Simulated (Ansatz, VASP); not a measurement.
# C20N in two plane-wave programs

One calculation is typed for both programs; each brings its own data sets. How far apart do they land? The cell is taken from a series of runs on this material, whose earlier steps may have relaxed, scaled, displaced or heated it; both programs get it as it stands.

Calculated with Ansatz 0.2.0; plane waves, with VASP 6.6.1 beside it; single point at HSE06.

### 1. The structure

The cell holds 63 atoms: 60 C and 3 N. Cell: a = 7.143 Å, b = 7.143 Å, c = 7.143 Å, α = 90.0°, β = 90.0°, γ = 90.0°. It derives from C (C (Fd-3m)). Nearest the centre at fractional (0.344, 0.344, 0.406): N62 at 1.61 Å, N63 at 1.61 Å, N61 at 1.64 Å, C45 at 2.06 Å, C4 at 2.20 Å, C12 at 2.21 Å, C13 at 2.21 Å, C5 at 2.53 Å.

### 2. Ansatz: single point, HSE06

Ansatz runs on its default PAW (the set named soft_2) files.

With cell and atoms fixed, the geometry can't cause a difference; cores, projectors, grids and the points listed under the comparison can.

File input.yaml:

```yaml
crystal:
  lattice:
    - [7.14316351, 0.0, 0.0]
    - [0.0, 7.14316351, 0.0]
    - [0.0, 0.0, 7.14316351]
  atoms:
    - { symbol: C, position: [-0.001663084, -0.001809257, 0.249093704] }
    - { symbol: C, position: [-0.00147588, 0.249270027, -0.001903058] }
    - { symbol: C, position: [0.24941411, -0.001615538, -0.001894639] }
    - { symbol: "N", position: [0.23551493, 0.235381321, 0.235973692] }
    - { symbol: C, position: [0.127411369, 0.127244846, 0.369923881] }
    - { symbol: C, position: [0.127980717, 0.371451684, 0.127132871] }
    - { symbol: C, position: [0.371633324, 0.127830783, 0.127148269] }
    - { symbol: C, position: [0.000207554, 5.7611e-05, 0.749063524] }
    - { symbol: C, position: [0.002617586, 0.252765849, 0.497065938] }
    - { symbol: C, position: [0.252926458, 0.002471638, 0.49706579] }
    - { symbol: C, position: [0.253005964, 0.252845513, 0.746420821] }
    - { symbol: C, position: [0.126137358, 0.125976007, 0.873127072] }
    - { symbol: C, position: [0.126870237, 0.381321839, 0.623507863] }
    - { symbol: C, position: [0.38149959, 0.126694899, 0.623516844] }
    - { symbol: C, position: [0.375747675, 0.37558269, 0.875382566] }
    - { symbol: C, position: [0.002584414, 0.49759379, 0.252502469] }
    - { symbol: C, position: [0.000154416, 0.748844917, 3.512e-05] }
    - { symbol: C, position: [0.252203832, 0.498395535, 0.001838308] }
    - { symbol: C, position: [0.251969412, 0.747516308, 0.251338584] }
    - { symbol: C, position: [0.126679757, 0.624452508, 0.380579342] }
    - { symbol: C, position: [0.125606082, 0.873816359, 0.125686859] }
    - { symbol: C, position: [0.380061548, 0.624004772, 0.126701456] }
    - { symbol: C, position: [0.375730599, 0.87478827, 0.37470633] }
    - { symbol: C, position: [-0.001491682, 0.499384258, 0.750615765] }
    - { symbol: C, position: [-0.001696968, 0.751189617, 0.499292505] }
    - { symbol: "N", position: [0.236410068, 0.512135125, 0.511851423] }
    - { symbol: C, position: [0.249827839, 0.750684993, 0.750458147] }
    - { symbol: C, position: [0.125606322, 0.62436747, 0.876264288] }
    - { symbol: C, position: [0.125867308, 0.877044417, 0.624340071] }
    - { symbol: C, position: [0.370726865, 0.623563203, 0.622821944] }
    - { symbol: C, position: [0.376067179, 0.876143495, 0.874377771] }
    - { symbol: C, position: [0.497752617, 0.002440236, 0.25251009] }
    - { symbol: C, position: [0.498550292, 0.252053097, 0.001843265] }
    - { symbol: C, position: [0.748989184, 7.495e-06, 3.6644e-05] }
    - { symbol: C, position: [0.747663626, 0.251816036, 0.251342478] }
    - { symbol: C, position: [0.624622379, 0.126507677, 0.380594648] }
    - { symbol: C, position: [0.624171332, 0.379893753, 0.126707701] }
    - { symbol: C, position: [0.873975019, 0.12544205, 0.12568359] }
    - { symbol: C, position: [0.874953204, 0.375564157, 0.374707795] }
    - { symbol: C, position: [0.499523882, -0.00163502, 0.75061279] }
    - { symbol: "N", position: [0.512267491, 0.236287844, 0.511840288] }
    - { symbol: C, position: [0.751335315, -0.001841906, 0.499289306] }
    - { symbol: C, position: [0.750839107, 0.249686717, 0.750463308] }
    - { symbol: C, position: [0.62453274, 0.125441969, 0.876268098] }
    - { symbol: C, position: [0.623748243, 0.370530177, 0.622843849] }
    - { symbol: C, position: [0.877210774, 0.125700592, 0.624345289] }
    - { symbol: C, position: [0.876310461, 0.375894409, 0.874377866] }
    - { symbol: C, position: [0.509498068, 0.50936254, 0.239242736] }
    - { symbol: C, position: [0.498695726, 0.751412598, -0.002179697] }
    - { symbol: C, position: [0.751554354, 0.498550718, -0.002171584] }
    - { symbol: C, position: [0.75129618, 0.751146156, 0.250340296] }
    - { symbol: C, position: [0.623988176, 0.623815306, 0.370307465] }
    - { symbol: C, position: [0.624861114, 0.876739045, 0.12519179] }
    - { symbol: C, position: [0.876902657, 0.624702311, 0.125191696] }
    - { symbol: C, position: [0.876295878, 0.876128548, 0.37479213] }
    - { symbol: C, position: [0.49738749, 0.497221181, 0.74643944] }
    - { symbol: C, position: [0.498405996, 0.747244456, 0.497377016] }
    - { symbol: C, position: [0.747396891, 0.498247278, 0.497379717] }
    - { symbol: C, position: [0.748936777, 0.748790889, 0.749042775] }
    - { symbol: C, position: [0.624753986, 0.624595136, 0.873375312] }
    - { symbol: C, position: [0.624718388, 0.873561531, 0.624726786] }
    - { symbol: C, position: [0.873724208, 0.624556181, 0.624726487] }
    - { symbol: C, position: [0.875098579, 0.874938039, 0.87498271] }
basis:
  ecutwfc: 420
  xc_grid: 2
hamiltonian:
  xc: hse06
kpoints:
  mp_grid: { grid: [1, 1, 1] }
magnetization:
  spin_polarized: true
  initial_magnetization: 1
  spin_locking: { lock_magnetization: hard }
scf:
  occupations: { method: fermi_dirac, width: 0.01 }
  max_iter: 120
  n_extra_bands: 20
  lower_state_search: "off"
output:
  forces: true
checkpoint:
  read: "../ground.run"
  write: "../ground_at_excited.run"
  compress: false
  write_wavefunctions: true
  write_every: 100000
```

Run with:

```
> ansatz run input.yaml --threads 16 --pin off --max-ram 26378MiB --backend cpu --events-out ev --progress --plain --runs-dir out
```

Numbers of over 12 decimals in the logs are rounded to 6 here.

Log:

```text
Warning: the band count 148 (scf.n_extra_bands) hosts the net moment |M| = 1.0000 μB (N_el = 255) but caps the reachable moment at 2·n_bands − N_el = 41.0000 μB, below the 191 bands that the automatic rule leaves for it — a moment growing past the seed, or the majority channel's smearing tail, pins there with fewer empty majority states than that count leaves; raise or omit scf.n_extra_bands unless the cap is intended
Warning: checkpoint.read: the run can stay near the saved state's solution: 63 site(s) moved relative to the saved geometry (max |Δs| = 4.514e-3 fractional); the SCF starts from the saved state under `checkpoint.density_extrapolation: transplant`, in force with no word given; its orbitals are not used off its sites. A run without `checkpoint.read` takes nothing of the state. A lower free energy from it at the same positions (and U, V and field ramp, if any), with starting moments typed, shows a solution that this start missed, and an equal or higher one rules none out (checkpoint.read, Limitations, in the input reference)
scf.n_extra_bands = 20 over 128 filled bands (N_el = 255.0): the run solves 148 bands
exact exchange: scf.exx.singularity resolves to wigner_seitz, which cuts the screened interaction at the faces of the exchange supercell's Wigner-Seitz cell, so that each pair interacts once, at the shortest of its separations (the periodic images that this leaves out come, for a point-like exchange hole, to about 0.122 eV on a filled level). The cut falls within the interaction's reach, and what an exchange supercel [...]
Engine: ansatz 0.2.0, x86_64-unknown-linux-gnu
Pseudopotentials: kind: paw
Pseudopotential: C, paw, valence charge 4, recommended cutoff 420 eV (normal), C.paw.azcp
Pseudopotential: N, paw, valence charge 5, recommended cutoff 420 eV (normal), N.paw.azcp
Functional definition: HSE06
  parameter a = 0.25
  parameter omega = 0.11/bohr
  exchange = pbe_x - a*pbe_x_sr(omega) + a*exact_x_sr(omega)
  correlation = pbe_c
Crystal: 63 atoms, lattice volume = 364.478 Å³
Basis set: ecut = 420 eV, 7123 PW (Γ), exchange–correlation on 96×96×96 points (8 copies of the dense FFT grid, shifted against one another)
Bands: 148, of which v1, the nominal top of the filled ones, is band 128 counted from 1 (127 counted from 0)
Symmetry: 1 space group operations
Space group: P1 (ITA 1), of the structure as read, at distance tolerance 7.1e-5 Å
Magnetic group: BNS 1.1 (UNI 1), of the structure as read, at distance tolerance 7.1e-5 Å
k-points: 1
Non-local potential: C, projectors of the file, l = 0: 2, l = 1: 2, l = 2: 1
Non-local potential: N, projectors of the file, l = 0: 2, l = 1: 2, l = 2: 1
PAW form: soft (Blöchl's): semilocal exchange-correlation on the pseudo side does not see the compensation charge
PAW frozen core: C, regenerated for the run's functional, and the local potential with it (the file was generated under x = pbe(κ = 0.804, μ = 0.219515), c = pbe(β = 0.066725))
PAW frozen core: N, regenerated for the run's functional, and the local potential with it (the file was generated under x = pbe(κ = 0.804, μ = 0.219515), c = pbe(β = 0.066725))
PAW one-centre angular grid: C, 110 points (default); XC on 64 Gauss nodes
PAW one-centre angular grid: N, 110 points (default); XC on 64 Gauss nodes
Initial density: read from a saved state, or passed on in memory by an earlier SCF of this step, an earlier step, the calling program or the single point that the run made first, carried with its atoms to this geometry
Starting moments: Σ|m| = 1 μB on 63 of 63 sites; this step starts from the density that it was given
Initial wavefunctions: pseudopotential atomic-orbital guess
Functional: x = pbe(κ = 0.804, μ = 0.219515), c = pbe(β = 0.066725), warm-up for x = pbe(κ = 0.804, μ = 0.219515) + 0.25 (exact − pbe) at short range (hse, ω = 0.207870 Å⁻¹), c = pbe(β = 0.066725); HSE06 as pw.x's `hse` composes it (authors' and Libxc's form: `xc: wpbeh`)
[...]
Free energy (F): -16194.051524 eV
Frozen-core exchange: fock
Harris-Foulkes:  -16194.051524 eV  (|F-HF|=4.40e-10)
Internal energy: -16194.051524 eV  (E = F + TS)
E sigma→0 (E₀):  -16194.051524 eV
Fermi energy:    14.408174 (↑ 15.376743, ↓ 14.344805) eV
--- Per-component energies (eV) ---
  E_band       = 630.068197
  E_kinetic    = 5922.739577
  E_local      = -4323.541215  (includes V_loc(G=0)·N_el)
  E_nonlocal   = 1696.413099
  E_hartree    = 1005.049000
  E_xc         = -2506.940781
  E_vxc        = -3084.365695  (∫ρ·V_xc dr)
  E_exx        = -589.092243  (= α·E_x^exact, valence–valence)
  E_paw        = -6335.026318  (= ΣΔE_a)
  E_vpaw       = -413.091943  (= ΣTr[D̂ρ^β])
  E_aug_tail   = 0.000858  (compensation charges beyond the density's cutoff)
  E_ewald      = -11062.553966
  E_core_change = -1.099535  (= ΣΔE_core)
  E_smearing   = -0.000000  (= −TS)
  E_closure    = 0.000001  (closes the sum)
  Σ components = -16194.051524   (vs F -16194.051524, Δ=-1.82e-12)
--- Forces (eV/Å), atoms counted from 1 ---
  atom   1  C      0.34306048     0.33714994     0.37654314
  atom   2  C      0.35202996     0.70484953     0.16494542
  atom   3  C      0.71297978     0.34610018     0.16435335
  atom   4  N      0.91896832     0.91057855     0.21076318
  atom   5  C     -0.48736177    -0.48131434    -0.30154877
  atom   6  C     -0.73925657    -0.80854235    -0.51065704
  atom   7  C     -0.81847859    -0.73596099    -0.51280697
  atom   8  C      0.27296462     0.26797503     0.06486584
  atom   9  C      0.22718875     0.12476898     0.07839657
  atom  10  C      0.12759348     0.22087273     0.07819260
  atom  11  C      0.11359275     0.11101164     0.17418605
  atom  12  C     -0.25856253    -0.25483474    -0.15173510
  atom  13  C     -0.33005988    -0.28904104    -0.03925745
  atom  14  C     -0.29748290    -0.32150424    -0.04183465
  atom  15  C     -0.18515090    -0.18194126    -0.24491532
  atom  16  C      0.26795714     0.15680632     0.06785623
  atom  17  C      0.22997711     0.23794516     0.10003769
  atom  18  C      0.14785694     0.10857585     0.12179202
  atom  19  C      0.12078570     0.22123948     0.18284454
  atom  20  C     -0.44287574    -0.05626841    -0.04856751
  atom  21  C     -0.22524698    -0.24381773    -0.25614430
  atom  22  C     -1.54937320    -0.08286125    -0.33980500
  atom  23  C     -0.20082344    -0.03162555    -0.04663364
  atom  24  C      0.29101230     0.30785421     0.10131923
[...]
atom  56  C      0.09568420     0.09293182     0.06879089
  atom  57  C      0.07965643     0.20439844     0.09891469
  atom  58  C      0.20933642     0.07495157     0.09986162
  atom  59  C      0.24294518     0.23803169     0.12936924
  atom  60  C     -0.11340347    -0.11072938    -0.21042429
  atom  61  C     -0.09155979    -0.19794859    -0.09807463
  atom  62  C     -0.20244092    -0.08733441    -0.09783467
  atom  63  C     -0.15143072    -0.14751166    -0.11221752
  max |Σ_I F_I| component: 1.14e-5 eV/Å
--- Band table (eV) ---
  k-point 0 ↑: bands = [... 124 lower, 11.2685, 12.5864, 12.7770, 12.9791, 17.7744, 17.8723, 17.8772, 17.9889, ... 2 higher]
  k-point 0 ↓: bands = [... 124 lower, 11.6653, 12.6437, 12.8523, 15.8373, 17.8172, 17.8794, 17.8840, 17.9990, ... 2 higher]
  guard bands above this table: 14 of the run's 148 bands. The solve was not asked for them (output.publish_guard_bands: true or output.eigenvalues: true publishes all)
```

### 3. VASP: single point, HSE06

The same cell, functional, mesh and smearing now go to VASP, with its own data sets.

Lines of VASP's logs that name or quote its potential files are left out, and so is its time.

The run reads the wave functions of an earlier VASP run, which isn't shown here.

File INCAR:

```
SYSTEM = C20N
PREC = Accurate
ENCUT = 520
EDIFF = 1E-06
NELM = 100
ISMEAR = -1
SIGMA = 0.01
LREAL = Auto
ALGO = Normal
LHFCALC = .TRUE.
AEXX = 0.25
GGA = PE
HFSCREEN = 0.208
LASPH = .TRUE.
NBANDS = 171
ISPIN = 2
MAGMOM = 0 0 0 0 -0 -0 0 0 0 0 -0 0 0 -0 0 0 0.01 0.01 -0 -0 -0.01 -0 0 0 0 -0 0 -0 0 0 0.01 0 0.01 -0 -0.01 -0 -0 0 0 0 -0 -0 0 0 0.33 0.03 0.03 0.03 -0.01 -0 -0 0 0 0.01 0.01 0 -0 -0 -0 0 0.02 0.02 0.02
PRECFOCK = Fast
LORBIT = 11
LWAVE = .FALSE.
LCHARG = .FALSE.
ISIF = 2
NUPDOWN = 1
```

File POSCAR:

```
C20N
1.0
    7.1431635101      0.0000000000      0.0000000000
    0.0000000000      7.1431635101      0.0000000000
    0.0000000000      0.0000000000      7.1431635101
C N
60 3
Direct
    0.9983369164      0.9981907432      0.2490937040
    0.9985241203      0.2492700275      0.9980969419
    0.2494141103      0.9983844616      0.9981053611
    0.1274113687      0.1272448462      0.3699238812
    0.1279807169      0.3714516842      0.1271328709
    0.3716333240      0.1278307830      0.1271482687
    0.0002075538      0.0000576111      0.7490635237
    0.0026175864      0.2527658494      0.4970659379
    0.2529264582      0.0024716381      0.4970657899
    0.2530059639      0.2528455128      0.7464208207
    0.1261373576      0.1259760072      0.8731270718
    0.1268702368      0.3813218386      0.6235078634
    0.3814995900      0.1266948986      0.6235168439
    0.3757476746      0.3755826897      0.8753825662
    0.0025844139      0.4975937905      0.2525024693
    0.0001544158      0.7488449174      0.0000351201
    0.2522038320      0.4983955351      0.0018383079
    0.2519694119      0.7475163081      0.2513385841
    0.1266797567      0.6244525076      0.3805793423
    0.1256060824      0.8738163592      0.1256868595
    0.3800615483      0.6240047718      0.1267014560
    0.3757305994      0.8747882695      0.3747063297
    0.9985083181      0.4993842584      0.7506157654
    0.9983030319      0.7511896175      0.4992925053
    0.2498278386      0.7506849935      0.7504581467
    0.1256063218      0.6243674696      0.8762642876
    0.1258673076      0.8770444174      0.6243400705
    0.3707268653      0.6235632028      0.6228219445
    0.3760671789      0.8761434950      0.8743777709
    0.4977526166      0.0024402356      0.2525100901
    0.4985502919      0.2520530968      0.0018432654
    0.7489891838      0.0000074948      0.0000366442
    0.7476636257      0.2518160362      0.2513424779
    0.6246223792      0.1265076767      0.3805946477
    0.6241713319      0.3798937527      0.1267077013
    0.8739750185      0.1254420505      0.1256835901
    0.8749532035      0.3755641571      0.3747077947
    0.4995238818      0.9983649798      0.7506127902
    0.7513353155      0.9981580941      0.4992893061
    0.7508391073      0.2496867172      0.7504633083
    0.6245327398      0.1254419693      0.8762680982
    0.6237482430      0.3705301767      0.6228438491
    0.8772107736      0.1257005919      0.6243452890
    0.8763104605      0.3758944092      0.8743778664
    0.5094980677      0.5093625403      0.2392427363
    0.4986957264      0.7514125982      0.9978203032
    0.7515543535      0.4985507181      0.9978284156
    0.7512961802      0.7511461557      0.2503402956
    0.6239881763      0.6238153061      0.3703074655
    0.6248611142      0.8767390454      0.1251917901
    0.8769026567      0.6247023106      0.1251916965
    0.8762958776      0.8761285482      0.3747921297
    0.4973874898      0.4972211813      0.7464394404
    0.4984059958      0.7472444562      0.4973770156
    0.7473968910      0.4982472785      0.4973797171
    0.7489367768      0.7487908894      0.7490427751
    0.6247539856      0.6245951357      0.8733753120
    0.6247183884      0.8735615307      0.6247267859
    0.8737242076      0.6245561813      0.6247264865
    0.8750985787      0.8749380392      0.8749827101
    0.2355149303      0.2353813215      0.2359736921
    0.2364100676      0.5121351249      0.5118514231
    0.5122674908      0.2362878436      0.5118402880
```

File KPOINTS:

```
Automatic mesh
0
Gamma
1 1 1
0 0 0
```

Potentials, in the order of the species: C and N (PBE family, release 64).

Run with:

```
> export OMP_NUM_THREADS=3
> mpirun -np 1 vasp_gam
```

Log:

```text
[banner, memory and clock lines left out]
running    1 mpi-ranks, on    1 nodes
[...]
Offloading initialized ...    1 GPUs detected
[...]
LDA part: xc-table for (Slater+PW92), standard interpolation
 found WAVECAR, reading the header
 POSCAR, INCAR and KPOINTS ok, starting setup
[...]
reading WAVECAR
 the WAVECAR file was read successfully
 initial charge from wavefunction
 entering main loop
       N       E                     dE             d eps       ncg     rms          rms(c)
DAV:   1    -0.653665276302E+03   -0.65367E+03   -0.87276E+00   728   0.795E+00    0.408E+00
DAV:   2    -0.653696184697E+03   -0.30908E-01   -0.18816E-01   776   0.110E+00    0.247E+00
DAV:   3    -0.653677297252E+03    0.18887E-01   -0.22106E-02   816   0.405E-01    0.134E+00
DAV:   4    -0.653672329535E+03    0.49677E-02   -0.71778E-03   816   0.218E-01    0.712E-01
[...]
DAV:   9    -0.653670271136E+03    0.10387E-04   -0.63205E-06   781   0.770E-03    0.343E-02
DAV:  10    -0.653670268638E+03    0.24982E-05   -0.17006E-06   509   0.402E-03    0.192E-02
DAV:  11    -0.653670268245E+03    0.39228E-06   -0.55998E-07   421   0.253E-03
   1 F= -.65367027E+03 E0= -.65367027E+03  d E =-.513257E-14  mag=     1.0000
```

Parts of OUTCAR (step 3):

```text
  FREE ENERGIE OF THE ION-ELECTRON SYSTEM (eV)
  ---------------------------------------------------
  free  energy   TOTEN  =      -653.6702682454 eV

  energy  without entropy=     -653.6702682454  energy(sigma->0) =     -653.67026825

 magnetization (x)
# of ion       s       p       d       tot
------------------------------------------
    1        0.000   0.005   0.000   0.005
    2        0.000   0.001   0.000   0.001
    3        0.000   0.001   0.000   0.001
    4       -0.000   0.002   0.000   0.002
    5       -0.000  -0.001   0.000  -0.002
    6       -0.000  -0.001   0.000  -0.002
    7        0.000   0.001   0.000   0.001
    8        0.000   0.001   0.000   0.001
    9        0.000   0.001   0.000   0.001
   10        0.000   0.001   0.000   0.001
   11        0.000  -0.000   0.000  -0.000
   12       -0.000   0.002   0.000   0.002
   13       -0.000   0.002   0.000   0.002
[...]
--------------------------------------------------
tot          0.070   0.574   0.000   0.644

[... 1 further part left out ...]
```

The run ends at a pressure of -8.58 GPa, with forces up to 1.6 eV/Å.

### 4. Differences

Known differences besides the potentials themselves: exact exchange at q = 0 is treated differently, which shows on coarse meshes; VASP keeps PBE cores, Ansatz makes them for the functional; the cutoff is 420 eV in Ansatz and 520 eV in VASP (PREC = Accurate, projectors in real space); VASP takes a coarser grid for exact exchange (PRECFOCK = Fast); site moments are counted in spheres of each program's own size. Total energies have different zeros and are not compared.

The two programs side by side:

```
                             quantity  Ansatz  VASP  difference
total moment, fixed by the input (μB)    1.00  1.00        0.00
                   moment on C45 (μB)    0.33  0.45       -0.12
```

Forces on 9 of the 63 atoms, those with the largest forces and the largest differences (eV/Å; atoms numbered as in POSCAR):

| atom | Ansatz x, y, z | VASP x, y, z |
| --- | --- | --- |
| C5 | -0.739, -0.809, -0.511 | -0.741, -0.776, -0.511 |
| C6 | -0.818, -0.736, -0.513 | -0.785, -0.740, -0.513 |
| C12 | -0.330, -0.289, -0.039 | -0.338, -0.330, -0.037 |
| C13 | -0.297, -0.322, -0.042 | -0.338, -0.332, -0.040 |
| C21 | -1.549, -0.083, -0.340 | -1.562, -0.081, -0.345 |
| C35 | -0.091, -1.542, -0.339 | -0.089, -1.553, -0.343 |
| C45 | 0.909, 0.899, -0.334 | 0.886, 0.874, -0.304 |
| C49 | -0.173, -0.166, 1.146 | -0.169, -0.164, 1.156 |
| N61 | 0.919, 0.911, 0.211 | 0.927, 0.918, 0.214 |

The forces differ by 10 meV/Å r.m.s., which is 2.8 % of the r.m.s. force of 0.364 eV/Å (both taken over all components).

### 5. Results

- r.m.s. force difference (single point, HSE06): 2.8 % of the r.m.s. force

**Reading.** The r.m.s. force difference is 2.8 % of the r.m.s. force (single point, HSE06), within the 3 % picked in this series as the mark of a large difference. How closely two codes agree says nothing of how well the functional describes the real material.

[Lines on the potential files, build, host, timing and source positions are cut from VASP's logs without a mark.]

[Logs are printed without paths, hosts, clocks, repeated set-up lines and the standing remarks that a program may print on its own settings, such as how far it seeks lower states.]

[Hosts, paths, dates, database ids (printed as entryN), source tags and the programs' standing remarks are cut or masked in the printed files.]
